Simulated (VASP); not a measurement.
# Os (P6_3/mmc) in VASP: further runs

One crystal, Os, is run at these levels: PBE; tasks: single point.

Everything below comes from runs of VASP 6.6.1. Logs are shortened: lines on timing, memory, paths and dates and some standing lists are left out, and cuts for length are marked.

## Step 1: The crystal as given

The structure is hexagonal, space group P6_3/mmc (No. 194). The conventional cell has a = 2.734 Å, b = 2.734 Å, c = 4.320 Å, α = 90.00°, β = 90.00°, γ = 120.00°. Os (site symmetry -6m2) is surrounded by 12 Os at 2.68 to 2.73 Å.

## Step 2: Single point, PBE

File INCAR:

```
PREC = Accurate
ENCUT = 520
EDIFF = 1E-6
ISMEAR = 0
SIGMA = 0.017
LREAL = F
LASPH = T
NELM = 60
ALGO = Fast
ISIF = 2
LWAVE = F
LCHARG = T
GGA = PE
LELF = T
LVHAR = T
```

File KPOINTS:

```
regular mesh
0
Gamma
  11 11 6
```

File POSCAR:

```
Os
1.0
    2.7341000000      0.0000000000      0.0000000000
   -1.3670500000      2.3678000565      0.0000000000
    0.0000000000      0.0000000000      4.3197000000
Os
2
Direct
    0.6666666667      0.3333333333      0.7500000000
    0.3333333333      0.6666666667      0.2500000000
```

Potentials or basis: VASP PAW PBE potentials, release 64 (Os).

On the command line:

```sh
> cat potpaw_PBE.64/Os/POTCAR > POTCAR
> mpirun -np 1 vasp_std > vasp.out
```

OUTCAR:

```text
PREC = Accurate
   ENCUT = 520
   EDIFF = 1E-6
   ISMEAR = 0
   LREAL = F
   LASPH = T
   NELM = 60
   ISIF = 2
   GGA = PE

 ion  position               nearest neighbor table
   1  0.667  0.333  0.750-   2 2.68   2 2.68   2 2.68   2 2.68   2 2.68   2 2.68
   2  0.333  0.667  0.250-   1 2.68   1 2.68   1 2.68   1 2.68   1 2.68   1 2.68

  LATTYP: Found a hexagonal cell.
 ALAT       =     2.7341000000
 C/A-ratio  =     1.5799348963

  Lattice vectors:

 A1 = (   2.7341000000,   0.0000000000,   0.0000000000)
 A2 = (  -1.3670500000,   2.3678000565,   0.0000000000)
 A3 = (   0.0000000000,   0.0000000000,   4.3197000000)

Analysis of symmetry for initial positions (statically):
=====================================================================
 Subroutine PRICEL returns:
 Original cell was already a primitive cell.

 Routine SETGRP: Setting up the symmetry group for a
 hexagonal supercell.

 Subroutine GETGRP returns: Found 24 space group operations
 (whereof 12 operations were pure point group operations)
 out of a pool of 24 trial point group operations.

The static configuration has the point symmetry D_3d.
 The point group associated with its full space group is D_6h.

Analysis of symmetry for dynamics (positions and initial velocities):
=====================================================================
 Subroutine PRICEL returns:
 Original cell was already a primitive cell.

 Routine SETGRP: Setting up the symmetry group for a
 hexagonal supercell.

 Subroutine GETGRP returns: Found 24 space group operations
 (whereof 12 operations were pure point group operations)
 out of a pool of 24 trial point group operations.

The dynamic configuration has the point symmetry D_3d.
 The point group associated with its full space group is D_6h.

 Subroutine INISYM returns: Found 24 space group operations
 (whereof 12 operations are pure point group operations),
 and found     1 'primitive' translations

----------------------------------------------------------------------------------------

                                     Primitive cell

  volume of cell :      27.9649

  direct lattice vectors                    reciprocal lattice vectors
     2.734100000  0.000000000  0.000000000     0.365751070  0.211166479  0.000000000
    -1.367050000  2.367800057  0.000000000     0.000000000  0.422332957  0.000000000
     0.000000000  0.000000000  4.319700000     0.000000000  0.000000000  0.231497558

  length of vectors
     2.734100000  2.734100000  4.319700000     0.422332957  0.422332957  0.231497558

  position of ions in fractional coordinates (direct lattice)
     0.666666667  0.333333333  0.750000000
     0.333333333  0.666666667  0.250000000

  ion indices of the primitive-cell ions
   primitive index   ion index
                 1           1
                 2           2

----------------------------------------------------------------------------------------

 KPOINTS: regular mesh

Automatic generation of k-mesh.
 Grid dimensions read from file:
 generate k-points for:   11   11    6

 Generating k-lattice:

  Cartesian coordinates                     Fractional coordinates (reciprocal lattice)
     0.033250097  0.019196953  0.000000000     0.090909091 -0.000000000  0.000000000
     0.000000000  0.038393905  0.000000000     0.000000000  0.090909091  0.000000000
     0.000000000  0.000000000  0.038582926     0.000000000  0.000000000  0.166666667

  Length of vectors
     0.038393905  0.038393905  0.038582926

  Shift w.r.t. Gamma in fractional coordinates (k-lattice)
     0.000000000  0.000000000  0.000000000

 Subroutine IBZKPT returns following result:
 ===========================================

 Found     64 irreducible k-points:

 Following reciprocal coordinates:
            Coordinates               Weight
  0.000000  0.000000  0.000000      1.000000
  0.090909  0.000000  0.000000      6.000000
  0.181818  0.000000  0.000000      6.000000
  0.272727 -0.000000  0.000000      6.000000
  0.363636 -0.000000  0.000000      6.000000
  0.454545  0.000000  0.000000      6.000000
[... 42 lines left out ...]
  0.000000  0.000000  0.500000      1.000000
  0.090909  0.000000  0.500000      6.000000
 [... further k-points ...]
   k-points           NKPTS =     64   k-points in BZ     NKDIM =     64   number of bands    NBANDS=     12
   number of dos      NEDOS =    301   number of ions     NIONS =      2
   total plane-waves  NPLWV =  12800
   dimension x,y,z NGX =    20 NGY =   20 NGZ =   32
   dimension x,y,z NGXF=    40 NGYF=   40 NGZF=   64
   ions per type =               2
   NGX,Y,Z   is equivalent  to a cutoff of  12.16, 12.16, 12.32 a.u.
   NGXF,Y,Z  is equivalent  to a cutoff of  24.32, 24.32, 24.63 a.u.
 SYSTEM =  unknown system
   PREC   = accura    normal or accurate (medium, high low for compatibility)
   ISTART =      0    job   : 0-new  1-cont  2-samecut
   ICHARG =      2    charge: 1-file 2-atom 10-const
   ISPIN  =      1    spin polarized calculation?
   LNONCOLLINEAR =      F non collinear calculations
   LSORBIT =      F    spin-orbit coupling
   LASPH  =      T    aspherical Exc in radial PAW
   ENCUT  =  520.0 eV  38.22 Ry    6.18 a.u.   5.08  5.08  8.03*2*pi/ulx,y,z
   NELM   =     60;   NELMIN=  2; NELMDL= -5     # of ELM steps
   EDIFF  = 0.1E-05   stopping-criterion for ELM
   LREAL  =      F    real-space projection
   EDIFFG = 0.1E-04   stopping-criterion for IOM
   NSW    =      0    number of steps for IOM
   IBRION =     -1    ionic relax: 0-MD 1-quasi-New 2-CG
   NFREE  =      0    steps in history (QN), initial steepest desc. (CG)
   ISIF   =      2    stress and relaxation
   ISYM   =      2    0-nonsym 1-usesym 2-fastsym
   POTIM  = 0.5000    time-step for ionic-motion
   TEBEG  =    0.0;   TEEND  =   0.0 temperature during run
   PSTRESS=    0.0 pullay stress
   NELECT =      16.0000    total number of electrons
   NUPDOWN=      -1.0000    fix difference up-down
   EMIN   =  10.00;   EMAX   =-10.00  energy-range for DOS
   EFERMI =   0.00;   METHOD = LEGACY
   ISMEAR =     0;   SIGMA  =   0.02  broadening in eV -4-tet -1-fermi 0-gaus
   EFERMI_NEDOS =   21; number of points for ismear=-14 and -15
   IALGO  =     68    algorithm
   IMIX   =      4    mixing-type and parameters
     AMIX     =   0.40;   BMIX     =  1.00
     AMIX_MAG =   1.60;   BMIX_MAG =  1.00
  volume/ion in A,a.u.               =      13.98        94.36
  Fermi-wavevector in a.u.,A,eV,Ry     =   1.359076  2.568282 25.131161  1.847088
  Thomas-Fermi vector in A             =   2.485855
   LORBIT       =      0    0 simple, 1 ext, 2 COOP (PROOUT), +10 PAW based schemes
   GGA     = PE    functional components
   LHFCALC =     F    Hartree Fock is set to
   AEXX    =    0.0000 exact exchange contribution
   IVDW    =     0    specifies the selected vdW correction
   LEPSILON=     F    determine dielectric tensor
   LRPA    =     F    only Hartree local field effects (RPA)
 non-spin polarized calculation
 RMM-DIIS sequential band-by-band and
 Gauss-broadening in eV      SIGMA  =   0.02
  energy-cutoff  :      520.00
  volume of cell :       27.96
 maximum number of plane-waves:       768
   NGX = 11   NGY = 11   NGZ = 17

 number of electron      15.9999998 magnetization

 Free energy of the ion-electron system (eV)
  ---------------------------------------------------
  ext. energy  EPLUGINS =         0.00000000
  ---------------------------------------------------
  free energy    TOTEN  =       -22.46794073 eV

  energy without entropy =      -22.46763724  energy(sigma->0) =      -22.46778898

 E-fermi :   9.4105     XC(G=0): -14.0602

 val. band max:        9.4068669948   @ k =   0.0909   0.0000   0.3333
 cond. band min:       9.4907204728   @ k =   0.3636   0.0909   0.3333
 fundamental gap:      0.0838534780
 Fermi energy:         9.4105220200

 k-point     1 :       0.0000    0.0000    0.0000
  band No.  band energies     occupation
      1      -1.4737      2.00000
      2       1.6789      2.00000
      3       6.4219      2.00000
      4       6.4219      2.00000
      5       6.6708      2.00000
      6       7.2647      2.00000
      7       7.2647      2.00000
      8       7.9107      2.00000
      9       7.9107      2.00000
     10       9.4969      0.00000
     11      11.1640      0.00000
     12      11.1640      0.00000

 k-point     2 :       0.0909    0.0000    0.0000
  band No.  band energies     occupation
      1      -1.1414      2.00000
      2       1.9709      2.00000
      3       5.8673      2.00000
      4       6.7162      2.00000
      5       7.0319      2.00000
      6       7.1879      2.00000
      7       7.4345      2.00000
      8       7.5392      2.00000
      9       7.6806      2.00000
     10       8.4352      2.00000
     11      11.3221      0.00000
     12      12.7925      0.00000

 k-point     3 :       0.1818    0.0000    0.0000
  band No.  band energies     occupation
      1      -0.2231      2.00000
      2       2.6545      2.00000
      3       5.2212      2.00000
      4       5.9627      2.00000
      5       6.6147      2.00000
      6       7.1620      2.00000
      7       7.5675      2.00000
      8       7.8366      2.00000
      9       7.9275      2.00000
     10       8.3265      2.00000
     11      11.6431      0.00000
     12      15.1811      0.00000
[... 526 lines left out ...]
 k-point    39 :       0.0909    0.0909    0.3333
  band No.  band energies     occupation
      1       0.6526      2.00000
      2       2.5637      2.00000
      3       4.9243      2.00000
      4       5.4650      2.00000
      5       5.8797      2.00000
      6       6.7122      2.00000
      7       7.0173      2.00000
      8       7.2974      2.00000
      9       9.2311      2.00000
     10       9.5326      0.00000
     11      11.0639      0.00000
     12      12.0917      0.00000

 k-point    40 :       0.1818    0.0909    0.3333
  band No.  band energies     occupation
      1       1.4920      2.00000
      2       3.3739      2.00000
      3       4.1441      2.00000
      4       5.1050      2.00000
      5       5.7244      2.00000
      6       6.7408      2.00000
      7       7.1369      2.00000
      8       8.1017      2.00000
      9       9.5745      0.00000
     10       9.9200      0.00000
     11      11.1253      0.00000
     12      13.0127      0.00000

 [... further k-points ...]

------------------------ aborting loop because EDIFF is reached ----------------------------------------

  FORCE on cell =-STRESS in cart. coord.  units (eV):
  Direction    XX          YY          ZZ          XY          YZ          ZX
  --------------------------------------------------------------------------------------
  -------------------------------------------------------------------------------------
  Total        1.5198276      1.5198276      1.5700919      0.0000000      0.0000000      0.0000000
  in kB       87.0746818     87.0746818     89.9544511      0.0000000      0.0000000      0.0000000
  external PRESSURE =      88.0346049 kB  Pullay stress =       0.0000000 kB

 VOLUME and BASIS-vectors are now :
 -----------------------------------------------------------------------------
  energy-cutoff  :      520.00
  volume of cell :       27.96
      direct lattice vectors                 reciprocal lattice vectors
     2.734100000  0.000000000  0.000000000     0.365751070  0.211166479  0.000000000
    -1.367050000  2.367800057  0.000000000     0.000000000  0.422332957  0.000000000
     0.000000000  0.000000000  4.319700000     0.000000000  0.000000000  0.231497558

 POSITION                                       TOTAL-FORCE (eV/Angst)
 -----------------------------------------------------------------------------------
      1.36705      0.78927      3.23977         0.000000     -0.000000      0.000000
     -0.00000      1.57853      1.07993        -0.000000      0.000000      0.000000
 -----------------------------------------------------------------------------------
    total drift:                               -0.000000      0.000000     -0.000000

  FREE ENERGIE OF THE ION-ELECTRON SYSTEM (eV)
  ---------------------------------------------------
  free  energy   TOTEN  =       -22.4679407274 eV

  energy  without entropy=      -22.4676372354  energy(sigma->0) =      -22.46778898
```

It took 14 s on 1 thread of Intel Xeon Platinum 8559C (Emerald Rapids), shared host; peak memory 0.14 GiB.

Results:

| Item | Value |
| --- | --- |
| Free energy | -22.4679 eV |
| Pressure | 8.8 GPa |
| Band gap on the k mesh | none (metal or under the smearing width) |

Levels at points of the mesh, in eV from the Fermi level:
| k point | band 4 | band 5 | band 6 | band 7 | band 8 | band 9 | band 10 | band 11 | band 12 |
| --- | --- | --- | --- | --- | --- | --- | --- | --- | --- |
| (0.00, 0.00, 0.00) | -2.99 | -2.74 | -2.15 | -2.15 | -1.50 | -1.50 | 0.09 | 1.75 | 1.75 |
| (0.00, 0.00, 0.50) | -3.52 | -3.18 | -3.18 | -3.18 | -3.18 | 0.96 | 0.96 | 0.96 | 0.96 |

Spin-orbit coupling is left out, which matters for the levels of Os.

## Step 3: Single point, PBE

File INCAR:

```
SYSTEM = Os
ALGO = Normal ; EDIFF = 1E-6
ENCUT = 520 ; GGA = PE
ISIF = 2 ; ISMEAR = 0
LASPH = .True. ; LCHARG = .False.
LREAL = .False. ; LWAVE = .False.
NBANDS = 15 ; NELM = 80
PREC = Accurate ; SIGMA = 0.012
```

File KPOINTS:

```
k-points
0
Gamma
  11 11 6
  0 0 0
```

POSCAR is that of step 2.

Potentials or basis: VASP PAW PBE potentials, release 64 (Os).

On the command line:

```sh
> cat potpaw_PBE.64/Os/POTCAR > POTCAR
> mpirun -np 1 vasp_std > vasp.out
```

Wall time 16 s (1 thread of Intel Xeon Platinum 8488C (Sapphire Rapids), shared host); peak memory 0.15 GiB.

The run converged. Its results:

- Free energy: -22.4679 eV
- Pressure: 8.8 GPa
- Band gap on the k mesh: none (metal or under the smearing width)

Stress tensor (GPa, compression positive):
```
8.70 0.00 0.00
0.00 8.70 0.00
0.00 0.00 8.98
```

Levels at points of the mesh, in eV from the Fermi level:
| k point | band 5 | band 6 | band 7 | band 8 | band 9 | band 10 | band 11 | band 12 |
| --- | --- | --- | --- | --- | --- | --- | --- | --- |
| (0.00, 0.00, 0.00) | -2.74 | -2.14 | -2.14 | -1.50 | -1.50 | 0.09 | 1.75 | 1.75 |
| (0.00, 0.00, 0.50) | -3.18 | -3.18 | -3.18 | -3.18 | 0.96 | 0.96 | 0.96 | 0.96 |

Spin-orbit coupling is left out, which matters for the levels of Os.
